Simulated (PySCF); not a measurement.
Simulated C 1s region for propanal (`C(C=O)C`), binding energy against the vacuum level.

Every computed line was given a Gaussian of 0.8 eV full width at half maximum and an area set by the number of equivalent atoms; the highest printed point is 100. Level of theory: delta-SCF UKS SCAN, pcX-2 on the ionised atom, pcseg-1 elsewhere, spin-free X2C (PySCF).

binding energy (eV), intensity and a bar:
```
    289.8          0 
    289.9          1 
    290.0          1 
    290.1          3 #
    290.2          6 ##
    290.3         11 ###
    290.4         19 ######
    290.5         29 #########
    290.6         43 #############
    290.7         58 #################
    290.8         73 ######################
    290.9         86 ##########################
    291.0         96 #############################
    291.1        100 ##############################
    291.2         98 #############################
    291.3         91 ###########################
    291.4         79 ########################
    291.5         64 ###################
    291.6         49 ###############
    291.7         35 ##########
    291.8         23 #######
    291.9         14 ####
    292.0          8 ##
    292.1          4 #
    292.2          2 #
    292.3          1 
    292.4          0 
    292.5          0 
    292.6          1 
    292.7          1 
    292.8          2 #
    292.9          5 #
    293.0          9 ###
    293.1         15 #####
    293.2         24 #######
    293.3         34 ##########
    293.4         44 #############
    293.5         53 ################
    293.6         58 #################
    293.7         58 #################
    293.8         53 ################
    293.9         45 #############
    294.0         35 ##########
    294.1         25 #######
    294.2         16 #####
    294.3         10 ###
    294.4          5 ##
    294.5          3 #
    294.6          1 
    294.7          1 
    294.8          0
```

Count the maxima, the lines and the sites behind this envelope.

The curve has 2 maxima (at 291.1 and 293.7 eV). Under it lie 3 lines from 3 inequivalent carbon sites. At this width some lines have no maximum of their own.

Decompose the envelope and assign each component. Numbering: `[CH3:1][CH2:2][CH:3]=[O:4]`.

| position (eV) | relative area | line | atoms | environment |
| --- | --- | --- | --- | --- |
| 290.93 | 1 | C 1s | C1 | methyl carbon |
| 291.31 | 1 | C 1s | C2 | sp3 carbon next to a carbonyl |
| 293.65 | 1 | C 1s | C3 | aldehyde carbon |

What are the centre and the root-mean-square width of the whole band?

The area-weighted mean of the lines is 291.97 eV. Their own spread about it is 1.20 eV (rms) and each Gaussian has σ = 0.8/2.355 = 0.34 eV; the variances add, which gives 1.25 eV.

The listed C 1s values span 2.72 eV, from C1 (bonded to C and 3 H) to C3 (bonded to O (double bond), C and H). The widest gap between neighbouring values is 2.34 eV, between 291.31 and 293.65 eV.

The curve has no shake-up lines and no vibrational structure. Isolated species at its PBE0-D3(BJ)/def2-SVP geometry (one conformer only).

The values belong to the conformer `[CH3:1][CH2:2][CH:3]=[O:4]`: C1–C2–C3–O4 -1°.
